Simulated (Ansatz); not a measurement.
# ZrC: how the settings move a single-point run

Aim: see which settings change the result for ZrC, by how much, and at what cost.

Computed with Ansatz 0.2.0 (reference: DFT, PBE, all-electron PAW with datasets made for the crystal, scalar-relativistic, unless a step's input says otherwise).

### Step 1. The starting structure

Symmetry: Fm-3m, No. 225, cubic system. The conventional cell has a = 4.637 Å, b = 4.637 Å, c = 4.637 Å, α = 90.00°, β = 90.00°, γ = 90.00°. Zr (site symmetry m-3m) is surrounded by 6 C at 2.32 Å. C (site symmetry m-3m) is surrounded by 6 Zr at 2.32 Å.

Structure file:

```
Zr C
1.0
     0.00000    2.31845    2.31845
     2.31845    0.00000    2.31845
     2.31845    2.31845    0.00000
Zr C
1 1
Cartesian
  2.3184 2.3184 2.3184
  0.0000 0.0000 0.0000
```

### Step 2. Reference

Input file input.yaml:

```yaml
crystal:
  lattice:
    - [0.0, 2.3184465117, 2.3184465117]
    - [2.3184465117, 0.0, 2.3184465117]
    - [2.3184465117, 2.3184465117, 0.0]
  atoms:
    - { symbol: Zr, position: [0.5, 0.5, 0.5] }
    - { symbol: C, position: [0.0, 0.0, 0.0] }
kpoints:
  mp_grid: { grid: [15, 15, 15] }
scf:
  occupations: { method: fermi_dirac, width: 0.05 }
hamiltonian:
  xc: pbe
  pseudopotentials: { kind: all_electron, datasets: crystal }
output:
  forces: true
  stress: true
  eigenvalues: true
  efg: { contact_densities: true }
```

Launch:

```sh
$ ansatz run input.yaml --threads 1 --pin off --max-ram 2048MiB --backend cpu --events-out ev --progress --plain --runs-dir out
```

### Step 3. Changing settings: occupations.method tetrahedron_uncorrected, dispersion d4, width left out

Changes to input.yaml since step 2:

```diff
@@ -11,3 +11,3 @@
 scf:
-  occupations: { method: fermi_dirac, width: 0.05 }
+  occupations: { method: tetrahedron_uncorrected }
 hamiltonian:
@@ -15,2 +15,3 @@
   pseudopotentials: { kind: all_electron, datasets: crystal }
+  dispersion: d4
 output:
```

Q: Predict the outcome of this session. Wanted: for each run, ending; energy change; pressure; gap; force.

The runs gave:

```tsv
run	ending	energy change	pressure (GPa)	gap (eV)	force (eV/Å)	cycles	time
reference	converged	0	11.3	0.00	0.00	8	7.3 s
1: occupations.method tetrahedron_uncorrected, dispersion d4, width left out	converged	-257.5 meV/atom (σ→0) (offset of the dispersion model)	7.6	0.00	0.00	8	7.7 s
```

Residual by cycle in the longest SCF loop of each run; runs are numbered as in the table. The quantity is the density residual dr2, in eV.

```tsv
cycle	reference	run 1
1	8.46	8.47
2	0.532	0.525
3	0.0884	0.0847
4	0.0094	0.0094
5	0.00152	0.00114
6	1.3e-5	1.5e-5
7	4.4e-7	4.5e-7
8	1.7e-8	4.5e-9
```

What this shows: The energy moves by -257.5 meV/atom, nearly all of it the dispersion term itself (-260.1 meV/atom); that offset belongs to the model and is no gain or loss of stability; the pressure goes from 11.3 to 7.6 GPa.
